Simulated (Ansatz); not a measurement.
**Si: a tetragonal deformation path**

An exercise on one series of results from a longer session: the logs are not shown, and one member is left open.

Computed with Ansatz 0.2.0 (DFT PBE+D3(BJ), scalar-relativistic, plane waves, PAW, unless a step's input says otherwise).

**The starting structure**

Symmetry: Fm-3m, No. 225, cubic system. The conventional cell has a = 3.822 Å, b = 3.822 Å, c = 3.822 Å, α = 90.00°, β = 90.00°, γ = 90.00°. Si (site symmetry m-3m) has 12 Si at 2.70 Å as nearest neighbours.

Coordinates:

```cif
data_structure
_symmetry_space_group_name_H-M 'P 1'
_symmetry_Int_Tables_number 1
_cell_length_a 2.7023
_cell_length_b 2.7023
_cell_length_c 2.7023
_cell_angle_alpha 60.000
_cell_angle_beta 60.000
_cell_angle_gamma 60.000
_cell_volume 13.95
loop_
_atom_site_label
_atom_site_type_symbol
_atom_site_fract_x
_atom_site_fract_y
_atom_site_fract_z
_atom_site_occupancy
Si1 Si 0.00000 0.00000 0.00000 1
```

Source of the structure: the Materials Project (structure only).

The first run:

input.yaml

```yaml
crystal:
  lattice:
    - [0.0, 1.9108305409, 1.9108305409]
    - [1.9108305409, 0.0, 1.9108305409]
    - [1.9108305409, 1.9108305409, 0.0]
  atoms:
    - { symbol: Si, position: [0.0, 0.0, 0.0] }
basis:
  ecutwfc: 420
kpoints:
  mp_grid: { grid: [8, 8, 8] }
hamiltonian:
  xc: pbe
  dispersion: d3bj
scf:
  occupations: { method: gaussian, width: 0.1 }
output:
  forces: true
  stress: true
  eigenvalues: true
```

Among the steps run: Probe: one point at the start; The undisturbed cell; ρ = 0.707; ρ = 1.414; Point ρ = 0.850; At ρ = 1.200; At ρ = 0.780; ρ = 1.300; Point ρ = 0.920; ρ = 1.100; At ρ = 0.650; Point ρ = 1.500; ρ = 0.960; ρ = 1.050.

One table of the session follows, with a row left open; its other results are not shown here.

It belongs to the step «The scan collected». The scan, with free energies counted from the undisturbed cell:

```
    ρ  ΔE (meV/atom)  pressure (GPa)
0.650          -26.1            -0.9
0.707           -8.4            -0.3
0.780              ?               ?
0.850          -12.0            -1.4
0.920           -5.4            -1.7
0.960           -2.1            -2.0
1.000            0.0            -2.0
1.050           -2.4            -1.9
1.100           -4.9            -1.7
1.200           -7.1            -0.3
1.300            3.3             1.8
1.414           33.5             5.7
1.500           85.1             9.9
```

**Question.** Estimate the row for ρ = 0.780.

Worked estimate for «ΔE (meV/atom)». A straight line through the neighbours (0.707, -8.4) and (0.850, -12.0) gives -8.4 + (-12.0 + 8.4) × (0.780 − 0.707) / (0.850 − 0.707) = -10.2; a parabola fitted to 4 rows on both sides gives -8.6.

The run gave: ΔE (meV/atom): -17.6; pressure (GPa): -0.9. In «ΔE (meV/atom)» the line misses by +7.4 and the parabola by +9.0. Between these rows the values bend or scatter more than so simple an estimate can follow.
